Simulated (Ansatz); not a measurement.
ZnS: which input changes reach the field gradients?

Cell: a computed structure from the Materials Project (it need not be an observed phase), taken as it stands.

```
CELL_PARAMETERS angstrom
3.80650 0.00000 0.00000
-1.90325 3.29653 0.00000
0.00000 0.00000 56.08026
ATOMIC_POSITIONS crystal
Zn 0.00000 0.00000 0.16671
Zn 0.00000 0.00000 0.55556
Zn 0.33333 0.66667 0.72224
Zn 0.66667 0.33333 0.27781
Zn 0.00000 0.00000 0.66673
Zn 0.33333 0.66667 0.05560
Zn 0.66667 0.33333 0.61114
Zn 0.66667 0.33333 0.11116
Zn 0.66667 0.33333 0.44448
Zn 0.33333 0.66667 0.22226
Zn 0.66667 0.33333 0.77780
Zn 0.66667 0.33333 0.94448
Zn 0.33333 0.66667 0.38891
Zn 0.00000 0.00000 0.33336
Zn 0.33333 0.66667 0.83340
Zn 0.00000 0.00000 0.00007
Zn 0.33333 0.66667 0.50006
Zn 0.00000 0.00000 0.88891
S 0.66667 0.33333 0.98612
S 0.33333 0.66667 0.54162
S 0.33333 0.66667 0.43048
S 0.00000 0.00000 0.04165
S 0.66667 0.33333 0.48612
S 0.66667 0.33333 0.65278
S 0.66667 0.33333 0.15275
S 0.33333 0.66667 0.76380
S 0.00000 0.00000 0.70831
S 0.66667 0.33333 0.81944
S 0.00000 0.00000 0.37497
S 0.00000 0.00000 0.93047
S 0.00000 0.00000 0.59712
S 0.33333 0.66667 0.26386
S 0.33333 0.66667 0.87496
S 0.33333 0.66667 0.09720
S 0.66667 0.33333 0.31941
S 0.00000 0.00000 0.20831
```

Atoms are numbered from 1 in the order listed; like atoms form one site, named after its first atom.

Reference run. Level of theory: DFT, PBE, plane waves and PAW, scalar-relativistic, 420 eV cutoff, Γ-centred 8×8×1 k-points, Fermi–Dirac smearing 0.02 eV (Ansatz 0.2.0).

It gives V_zz (10²¹ V/m²) S19 0.24 (η 0.00), Zn12 -0.11 (η 0.00), among others. Each of these runs changes the input as listed (caps on SCF iterations aside):

A. scf.n_extra_bands: not typed → 32; kpoints.mp_grid.grid: [8, 8, 1] → [4, 4, 1]; kpoints.mp_grid.shift: not typed → [0.5, 0.5, 0.0]
B. scf.initial_density.chi_scale: not typed → 0.0

(1) How does each run end, and how far do the gradients move?

## Answers

(1) 

| run | S19 V_zz (η) | Zn12 V_zz (η) | largest change of a gradient tensor, all atoms | note |
| --- | --- | --- | --- | --- |
| A | -0.49 (0.62) | 0.27 (0.26) | 0.53 | converged; mesh coarser than the reference's; the mesh lowers the symmetry; on S19 and Zn12 the largest value lies along another axis |
| B | 0.24 (0.00) | -0.11 (0.00) | 0.00 | converged |

Run A moves them most, on S25 (V_zz from 0.093 to 0.48).

Run A changes scf.n_extra_bands, kpoints.mp_grid.grid, kpoints.mp_grid.shift together, so the table can't tell their shares apart.
